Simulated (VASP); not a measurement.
# KBr (Pm-3m) in VASP: settings compared

The runs below take KBr through equation of state, density of states, with PBE, vdW-DF.

Everything below comes from runs of VASP 6.6.1. Logs are shortened: lines on timing, memory, paths and dates and some standing lists are left out, and cuts for length are marked.

## Step 1: The structure

Symmetry: Pm-3m, No. 221, cubic system. The conventional cell has a = 4.043 Å, b = 4.043 Å, c = 4.043 Å, α = 90.00°, β = 90.00°, γ = 90.00°. Br (site symmetry m-3m) is surrounded by 8 K at 3.50 Å. Around K (site symmetry m-3m) lie 8 Br at 3.50 Å.

Measurements of this composition are mostly on another form, of space group No. 225.

## Step 2: Equation of state, PBE, 32.06 Å³/atom

Contents of INCAR:

```
SYSTEM = KBr
PREC = Accurate
ENCUT = 900
EDIFF = 1E-8
ISMEAR = 0
SIGMA = 0.02
LREAL = .False.
LASPH = .True.
NELM = 100
ALGO = Normal
ISIF = 2
LWAVE = .False.
LCHARG = .False.
GGA = PE
ADDGRID = .False.
```

Contents of KPOINTS:

```
Automatic mesh
0
Gamma
  8 8 8
  0 0 0
```

Contents of POSCAR:

```
KBr
1.0
    4.0026527831      0.0000000000      0.0000000000
    0.0000000000      4.0026527831      0.0000000000
    0.0000000000      0.0000000000      4.0026527831
Br K
1 1
Direct
    0.5000000000      0.5000000000      0.5000000000
    0.0000000000      0.0000000000      0.0000000000
```

Potentials or basis: VASP PAW PBE potentials, release 64 (Br, K_pv).

The run is started by

```sh
$ cat potpaw_PBE.64/Br/POTCAR potpaw_PBE.64/K_pv/POTCAR > POTCAR
$ mpirun -np 1 vasp_std > vasp.out
```

OUTCAR:

```text
SYSTEM = KBr
   PREC = Accurate
   ENCUT = 900
   EDIFF = 1E-8
   ISMEAR = 0
   LREAL = .False.
   LASPH = .True.
   NELM = 100
   ISIF = 2
   GGA = PE

 ion  position               nearest neighbor table
   1  0.500  0.500  0.500-   2 3.47   2 3.47   2 3.47   2 3.47   2 3.47   2 3.47   2 3.47   2 3.47

   2  0.000  0.000  0.000-   1 3.47   1 3.47   1 3.47   1 3.47   1 3.47   1 3.47   1 3.47   1 3.47

  LATTYP: Found a simple cubic cell.
 ALAT       =     4.0026527831

  Lattice vectors:

 A1 = (   4.0026527831,   0.0000000000,   0.0000000000)
 A2 = (   0.0000000000,   4.0026527831,   0.0000000000)
 A3 = (   0.0000000000,   0.0000000000,   4.0026527831)

Analysis of symmetry for initial positions (statically):
=====================================================================
 Subroutine PRICEL returns:
 Original cell was already a primitive cell.

 Routine SETGRP: Setting up the symmetry group for a
 simple cubic supercell.

 Subroutine GETGRP returns: Found 48 space group operations
 (whereof 48 operations were pure point group operations)
 out of a pool of 48 trial point group operations.

The static configuration has the point symmetry O_h .

Analysis of symmetry for dynamics (positions and initial velocities):
=====================================================================
 Subroutine PRICEL returns:
 Original cell was already a primitive cell.

 Routine SETGRP: Setting up the symmetry group for a
 simple cubic supercell.

 Subroutine GETGRP returns: Found 48 space group operations
 (whereof 48 operations were pure point group operations)
 out of a pool of 48 trial point group operations.

The dynamic configuration has the point symmetry O_h .

 Subroutine INISYM returns: Found 48 space group operations
 (whereof 48 operations are pure point group operations),
 and found     1 'primitive' translations

----------------------------------------------------------------------------------------

                                     Primitive cell

  volume of cell :      64.1274

  direct lattice vectors                    reciprocal lattice vectors
     4.002652783  0.000000000  0.000000000     0.249834311  0.000000000  0.000000000
     0.000000000  4.002652783  0.000000000     0.000000000  0.249834311  0.000000000
     0.000000000  0.000000000  4.002652783     0.000000000  0.000000000  0.249834311

  length of vectors
     4.002652783  4.002652783  4.002652783     0.249834311  0.249834311  0.249834311

  position of ions in fractional coordinates (direct lattice)
     0.500000000  0.500000000  0.500000000
[... 82 lines left out ...]
   IBRION =     -1    ionic relax: 0-MD 1-quasi-New 2-CG
[... 8 lines left out ...]
   EMIN   =  10.00;   EMAX   =-10.00  energy-range for DOS
   EFERMI =   0.00;   METHOD = LEGACY
   ISMEAR =     0;   SIGMA  =   0.02  broadening in eV -4-tet -1-fermi 0-gaus
   EFERMI_NEDOS =   21; number of points for ismear=-14 and -15
   IALGO  =     38    algorithm
   IMIX   =      4    mixing-type and parameters
     AMIX     =   0.40;   BMIX     =  1.00
     AMIX_MAG =   1.60;   BMIX_MAG =  1.00
  volume/ion in A,a.u.               =      32.06       216.38
  Fermi-wavevector in a.u.,A,eV,Ry     =   0.985756  1.862809 13.220994  0.971716
  Thomas-Fermi vector in A             =   2.117087
   LORBIT       =      0    0 simple, 1 ext, 2 COOP (PROOUT), +10 PAW based schemes
   GGA     = PE    functional components
   LHFCALC =     F    Hartree Fock is set to
   AEXX    =    0.0000 exact exchange contribution
   IVDW    =     0    specifies the selected vdW correction
   LEPSILON=     F    determine dielectric tensor
   LRPA    =     F    only Hartree local field effects (RPA)
 non-spin polarized calculation
 Gauss-broadening in eV      SIGMA  =   0.02
  energy-cutoff  :      900.00
  volume of cell :       64.13
 maximum number of plane-waves:      3952
 NGX is ok and might be reduce to    40
   NGX = 19   NGY = 19   NGZ = 19

 number of electron      13.9999999 magnetization

 Free energy of the ion-electron system (eV)
  ---------------------------------------------------
  ext. energy  EPLUGINS =         0.00000000
  ---------------------------------------------------
  free energy    TOTEN  =        -6.03646701 eV

  energy without entropy =       -6.03646701  energy(sigma->0) =       -6.03646701

 E-fermi :  -1.7250     XC(G=0):  -7.9208

 val. band max:       -1.8427313941   @ k =   0.5000   0.5000   0.0000
 cond. band min:       2.1087229979   @ k =   0.0000   0.0000   0.0000
 fundamental gap:      3.9514543920
 Fermi energy:        -1.7250416496

 k-point     1 :       0.0000    0.0000    0.0000
  band No.  band energies     occupation
      1     -14.6896      2.00000
      2     -13.8789      2.00000
      3     -13.8789      2.00000
      4     -13.8789      2.00000
      5      -2.1146      2.00000
      6      -2.1146      2.00000
      7      -2.1146      2.00000
      8       2.1087      0.00000
      9       3.9709      0.00000
     10       3.9709      0.00000
     11       8.0298      0.00000
[... 309 lines left out ...]
 k-point    24 :       0.5000    0.3750    0.1250
  band No.  band energies     occupation
      1     -14.4955      2.00000
      2     -14.0049      2.00000
      3     -13.9482      2.00000
      4     -13.8672      2.00000
      5      -3.3747      2.00000
      6      -3.1443      2.00000
      7      -2.1453      2.00000
      8       3.8672      0.00000
      9       5.2111      0.00000
     10       6.1566      0.00000
     11       6.3515      0.00000

 [... further k-points ...]

------------------------ aborting loop because EDIFF is reached ----------------------------------------

  FORCE on cell =-STRESS in cart. coord.  units (eV):
  Direction    XX          YY          ZZ          XY          YZ          ZX
  --------------------------------------------------------------------------------------
  -------------------------------------------------------------------------------------
  Total        0.2813824      0.2813824      0.2813824     -0.0000000     -0.0000000      0.0000000
  in kB        7.0301377      7.0301377      7.0301377     -0.0000000     -0.0000000      0.0000000
  external PRESSURE =       7.0301377 kB  Pullay stress =       0.0000000 kB

 VOLUME and BASIS-vectors are now :
 -----------------------------------------------------------------------------
  energy-cutoff  :      900.00
  volume of cell :       64.13
      direct lattice vectors                 reciprocal lattice vectors
     4.002652783  0.000000000  0.000000000     0.249834311  0.000000000  0.000000000
     0.000000000  4.002652783  0.000000000     0.000000000  0.249834311  0.000000000
     0.000000000  0.000000000  4.002652783     0.000000000  0.000000000  0.249834311

 POSITION                                       TOTAL-FORCE (eV/Angst)
 -----------------------------------------------------------------------------------
      2.00133      2.00133      2.00133         0.000000      0.000000      0.000000
      0.00000      0.00000      0.00000         0.000000      0.000000      0.000000
 -----------------------------------------------------------------------------------
    total drift:                                0.000000      0.000000     -0.000000

  FREE ENERGIE OF THE ION-ELECTRON SYSTEM (eV)
  ---------------------------------------------------
  free  energy   TOTEN  =        -6.0364670091 eV

  energy  without entropy=       -6.0364670091  energy(sigma->0) =       -6.03646701
```

stdout:

```text
POSCAR found type information on POSCAR BrK
 POSCAR found :  2 types and       2 ions
 scaLAPACK will be used
 LDA part: xc-table for (Slater+PW92), standard interpolation
 POSCAR, INCAR and KPOINTS ok, starting setup
 FFT: planning ... GRIDC
 FFT: planning ... GRID_SOFT
 FFT: planning ... GRID
 WAVECAR not read
 entering main loop
```

Run time: 29 s. Hardware: 1 thread of Intel Xeon Platinum 8488C (Sapphire Rapids), shared host; peak memory 0.28 GiB.

What came out:

```yaml
Free_energy: -6.0365 eV
Pressure: 0.7 GPa
Band_gap_on_the_k_mesh: 3.95 eV, indirect (least direct gap 4.22 eV)
```

## Step 3: Equation of state, PBE, 34.05 Å³/atom

INCAR is that of step 2.

KPOINTS is that of step 2.

Contents of POSCAR:

```
KBr
1.0
    4.0835362474      0.0000000000      0.0000000000
    0.0000000000      4.0835362474      0.0000000000
    0.0000000000      0.0000000000      4.0835362474
Br K
1 1
Direct
    0.5000000000      0.5000000000      0.5000000000
    0.0000000000      0.0000000000      0.0000000000
```

Potentials or basis: VASP PAW PBE potentials, release 64 (Br, K_pv).

The run is started by

```sh
$ cat potpaw_PBE.64/Br/POTCAR potpaw_PBE.64/K_pv/POTCAR > POTCAR
$ mpirun -np 1 vasp_std > vasp.out
```

Wall time 31 s (1 thread of Intel Xeon Platinum 8488C (Sapphire Rapids), shared host); peak memory 0.29 GiB.

It converged, with:

- Free energy: -6.0409 eV
- Pressure: -0.3 GPa
- Band gap on the k mesh: 3.77 eV, indirect (least direct gap 4.02 eV)

## Step 4: Equation of state, PBE, 32.06 Å³/atom

INCAR: that of step 3 with these lines changed.

```diff
@@ -2,6 +2,6 @@
 PREC = Accurate
-ENCUT = 900
-EDIFF = 1E-8
+ENCUT = 250
+EDIFF = 1E-6
 ISMEAR = 0
-SIGMA = 0.02
+SIGMA = 0.05
 LREAL = .False.
```

Contents of KPOINTS:

```
Automatic mesh
0
Gamma
  3 3 3
  0 0 0
```

Contents of POSCAR:

```
KBr
1.0
    4.0026527831      0.0000000000      0.0000000000
    0.0000000000      4.0026527831      0.0000000000
    0.0000000000      0.0000000000      4.0026527831
Br K
1 1
Direct
    0.5000000000      0.5000000000      0.5000000000
    0.0000000000      0.0000000000      0.0000000000
```

The run is started by

```sh
$ cat potpaw_PBE.64/Br/POTCAR potpaw_PBE.64/K_pv/POTCAR > POTCAR
$ mpirun -np 1 vasp_std > vasp.out
```

It took 2.6 s on 1 thread of Intel Xeon Platinum 8488C (Sapphire Rapids), shared host; peak memory 0.13 GiB.

The run converged, but some of its settings lie outside the range that counts as converged, so its numbers aren't taken as properties of the crystal.

Results:

```yaml
Free_energy: -6.0050 eV
Pressure: 0.8 GPa
Band_gap_on_the_k_mesh: 4.05 eV, indirect (least direct gap 4.21 eV)
```

Caveat: the k mesh is coarse (spacing up to 0.52 Å⁻¹), so the values aren't converged; the cutoff is under 1.25 times the usual one of these potentials, so pressure, stress and relaxed cells hold a basis-set (Pulay) error; an odd mesh through Γ misses points on the zone boundary, where band edges often lie.

## Step 5: Equation of state, PBE, 34.05 Å³/atom

INCAR is that of step 4.

KPOINTS is that of step 4.

Contents of POSCAR:

```
KBr
1.0
    4.0835362474      0.0000000000      0.0000000000
    0.0000000000      4.0835362474      0.0000000000
    0.0000000000      0.0000000000      4.0835362474
Br K
1 1
Direct
    0.5000000000      0.5000000000      0.5000000000
    0.0000000000      0.0000000000      0.0000000000
```

The run is started by

```sh
$ cat potpaw_PBE.64/Br/POTCAR potpaw_PBE.64/K_pv/POTCAR > POTCAR
$ mpirun -np 1 vasp_std > vasp.out
```

It took 2.4 s on 1 thread of Intel Xeon Platinum 8488C (Sapphire Rapids), shared host; peak memory 0.13 GiB.

The run converged, but some of its settings lie outside the range that counts as converged, so its numbers aren't taken as properties of the crystal.

Results:

| Quantity | Value |
| --- | --- |
| Free energy | -6.0146 eV |
| Pressure | -0.3 GPa |
| Band gap on the k mesh | 3.85 eV, indirect (least direct gap 4.00 eV) |

Caveat: the k mesh is coarse (spacing up to 0.51 Å⁻¹), so the values aren't converged; the cutoff is under 1.25 times the usual one of these potentials, so pressure, stress and relaxed cells hold a basis-set (Pulay) error; an odd mesh through Γ misses points on the zone boundary, where band edges often lie.

## Step 6: Equation of state, PBE, 32.06 Å³/atom

INCAR: that of step 5 with these lines changed.

```diff
@@ -2,3 +2,3 @@
 PREC = Accurate
-ENCUT = 250
+ENCUT = 350
 EDIFF = 1E-6
```

KPOINTS is that of step 5.

Contents of POSCAR:

```
KBr
1.0
    4.0026527831      0.0000000000      0.0000000000
    0.0000000000      4.0026527831      0.0000000000
    0.0000000000      0.0000000000      4.0026527831
Br K
1 1
Direct
    0.5000000000      0.5000000000      0.5000000000
    0.0000000000      0.0000000000      0.0000000000
```

Potentials or basis: VASP PAW PBE potentials, release 64 (Br, K_pv).

The run is started by

```sh
$ cat potpaw_PBE.64/Br/POTCAR potpaw_PBE.64/K_pv/POTCAR > POTCAR
$ mpirun -np 1 vasp_std > vasp.out
```

Wall time 2.5 s (1 thread of Intel Xeon Platinum 8488C (Sapphire Rapids), shared host); peak memory 0.13 GiB.

These settings aren't checked as converged: the numbers below hold their error.

Results:

- Free energy: -6.0056 eV
- Pressure: 0.9 GPa
- Band gap on the k mesh: 4.05 eV, indirect (least direct gap 4.21 eV)

Caveat: the k mesh is coarse (spacing up to 0.52 Å⁻¹), so the values aren't converged; an odd mesh through Γ misses points on the zone boundary, where band edges often lie.

## Step 7: Equation of state, PBE, 34.05 Å³/atom

INCAR is that of step 6.

KPOINTS is that of step 6.

Contents of POSCAR:

```
KBr
1.0
    4.0835362474      0.0000000000      0.0000000000
    0.0000000000      4.0835362474      0.0000000000
    0.0000000000      0.0000000000      4.0835362474
Br K
1 1
Direct
    0.5000000000      0.5000000000      0.5000000000
    0.0000000000      0.0000000000      0.0000000000
```

The run is started by

```sh
$ cat potpaw_PBE.64/Br/POTCAR potpaw_PBE.64/K_pv/POTCAR > POTCAR
$ mpirun -np 1 vasp_std > vasp.out
```

Wall time 2.9 s (1 thread of Intel Xeon Platinum 8488C (Sapphire Rapids), shared host); peak memory 0.15 GiB.

The run converged, but some of its settings lie outside the range that counts as converged, so its numbers aren't taken as properties of the crystal.

What came out:

```yaml
Free_energy: -6.0150 eV
Pressure: -0.2 GPa
Band_gap_on_the_k_mesh: 3.86 eV, indirect (least direct gap 4.01 eV)
```

Caveat: the k mesh is coarse (spacing up to 0.51 Å⁻¹), so the values aren't converged; an odd mesh through Γ misses points on the zone boundary, where band edges often lie.

## Step 8: Equation of state, PBE, 32.06 Å³/atom

INCAR: that of step 7 with these lines changed.

```diff
@@ -2,3 +2,3 @@
 PREC = Accurate
-ENCUT = 350
+ENCUT = 400
 EDIFF = 1E-6
```

KPOINTS is that of step 7.

Contents of POSCAR:

```
KBr
1.0
    4.0026527831      0.0000000000      0.0000000000
    0.0000000000      4.0026527831      0.0000000000
    0.0000000000      0.0000000000      4.0026527831
Br K
1 1
Direct
    0.5000000000      0.5000000000      0.5000000000
    0.0000000000      0.0000000000      0.0000000000
```

The run is started by

```sh
$ cat potpaw_PBE.64/Br/POTCAR potpaw_PBE.64/K_pv/POTCAR > POTCAR
$ mpirun -np 1 vasp_std > vasp.out
```

It took 3 s on 1 thread of Intel Xeon Platinum 8488C (Sapphire Rapids), shared host; peak memory 0.15 GiB.

The run converged, but some of its settings lie outside the range that counts as converged, so its numbers aren't taken as properties of the crystal.

Results:

* Free energy: -6.0057 eV
* Pressure: 0.8 GPa
* Band gap on the k mesh: 4.05 eV, indirect (least direct gap 4.21 eV)

Caveat: the k mesh is coarse (spacing up to 0.52 Å⁻¹), so the values aren't converged; an odd mesh through Γ misses points on the zone boundary, where band edges often lie.

## Step 9: Equation of state, PBE, 34.05 Å³/atom

INCAR is that of step 8.

KPOINTS is that of step 8.

Contents of POSCAR:

```
KBr
1.0
    4.0835362474      0.0000000000      0.0000000000
    0.0000000000      4.0835362474      0.0000000000
    0.0000000000      0.0000000000      4.0835362474
Br K
1 1
Direct
    0.5000000000      0.5000000000      0.5000000000
    0.0000000000      0.0000000000      0.0000000000
```

Potentials or basis: VASP PAW PBE potentials, release 64 (Br, K_pv).

The run is started by

```sh
$ cat potpaw_PBE.64/Br/POTCAR potpaw_PBE.64/K_pv/POTCAR > POTCAR
$ mpirun -np 1 vasp_std > vasp.out
```

Wall time 2.9 s (1 thread of Intel Xeon Platinum 8488C (Sapphire Rapids), shared host); peak memory 0.15 GiB.

These settings aren't checked as converged: the numbers below hold their error.

Results:

```yaml
Free_energy: -6.0150 eV
Pressure: -0.2 GPa
Band_gap_on_the_k_mesh: 3.86 eV, indirect (least direct gap 4.01 eV)
```

Caveat: the k mesh is coarse (spacing up to 0.51 Å⁻¹), so the values aren't converged; an odd mesh through Γ misses points on the zone boundary, where band edges often lie.

## Step 10: Equation of state, PBE, 32.06 Å³/atom

INCAR: that of step 9 with these lines changed.

```diff
@@ -2,3 +2,3 @@
 PREC = Accurate
-ENCUT = 400
+ENCUT = 250
 EDIFF = 1E-6
```

Contents of KPOINTS:

```
Automatic mesh
0
Gamma
  4 4 4
  0 0 0
```

Contents of POSCAR:

```
KBr
1.0
    4.0026527831      0.0000000000      0.0000000000
    0.0000000000      4.0026527831      0.0000000000
    0.0000000000      0.0000000000      4.0026527831
Br K
1 1
Direct
    0.5000000000      0.5000000000      0.5000000000
    0.0000000000      0.0000000000      0.0000000000
```

The run is started by

```sh
$ cat potpaw_PBE.64/Br/POTCAR potpaw_PBE.64/K_pv/POTCAR > POTCAR
$ mpirun -np 1 vasp_std > vasp.out
```

It took 2.7 s on 1 thread of Intel Xeon Platinum 8488C (Sapphire Rapids), shared host; peak memory 0.13 GiB.

The run converged, but some of its settings lie outside the range that counts as converged, so its numbers aren't taken as properties of the crystal.

Results:

```
Free energy            : -6.0314 eV
Pressure               : 0.6 GPa
Band gap on the k mesh : 3.94 eV, indirect (least direct gap 4.22 eV)
```

Caveat: the cutoff is under 1.25 times the usual one of these potentials, so pressure, stress and relaxed cells hold a basis-set (Pulay) error.

## Step 11: Equation of state, PBE, 34.05 Å³/atom

INCAR is that of step 10.

KPOINTS is that of step 10.

Contents of POSCAR:

```
KBr
1.0
    4.0835362474      0.0000000000      0.0000000000
    0.0000000000      4.0835362474      0.0000000000
    0.0000000000      0.0000000000      4.0835362474
Br K
1 1
Direct
    0.5000000000      0.5000000000      0.5000000000
    0.0000000000      0.0000000000      0.0000000000
```

The run is started by

```sh
$ cat potpaw_PBE.64/Br/POTCAR potpaw_PBE.64/K_pv/POTCAR > POTCAR
$ mpirun -np 1 vasp_std > vasp.out
```

Wall time 2.7 s (1 thread of Intel Xeon Platinum 8488C (Sapphire Rapids), shared host); peak memory 0.13 GiB.

The run converged, but some of its settings lie outside the range that counts as converged, so its numbers aren't taken as properties of the crystal.

Results:

| Property | Result |
| --- | --- |
| Free energy | -6.0367 eV |
| Pressure | -0.4 GPa |
| Band gap on the k mesh | 3.76 eV, indirect (least direct gap 4.02 eV) |

Caveat: the cutoff is under 1.25 times the usual one of these potentials, so pressure, stress and relaxed cells hold a basis-set (Pulay) error.

## Step 12: Equation of state, PBE, 32.06 Å³/atom

INCAR: that of step 11 with these lines changed.

```diff
@@ -2,3 +2,3 @@
 PREC = Accurate
-ENCUT = 250
+ENCUT = 450
 EDIFF = 1E-6
```

Contents of KPOINTS:

```
Automatic mesh
0
Gamma
  3 3 3
  0 0 0
```

Contents of POSCAR:

```
KBr
1.0
    4.0026527831      0.0000000000      0.0000000000
    0.0000000000      4.0026527831      0.0000000000
    0.0000000000      0.0000000000      4.0026527831
Br K
1 1
Direct
    0.5000000000      0.5000000000      0.5000000000
    0.0000000000      0.0000000000      0.0000000000
```

Potentials or basis: VASP PAW PBE potentials, release 64 (Br, K_pv).

The run is started by

```sh
$ cat potpaw_PBE.64/Br/POTCAR potpaw_PBE.64/K_pv/POTCAR > POTCAR
$ mpirun -np 1 vasp_std > vasp.out
```

It took 3.1 s on 1 thread of Intel Xeon Platinum 8488C (Sapphire Rapids), shared host; peak memory 0.15 GiB.

These settings aren't checked as converged: the numbers below hold their error.

Results:

```
Free energy            : -6.0060 eV
Pressure               : 0.9 GPa
Band gap on the k mesh : 4.05 eV, indirect (least direct gap 4.21 eV)
```

Caveat: the k mesh is coarse (spacing up to 0.52 Å⁻¹), so the values aren't converged; an odd mesh through Γ misses points on the zone boundary, where band edges often lie.

[end of part 1 of 6]
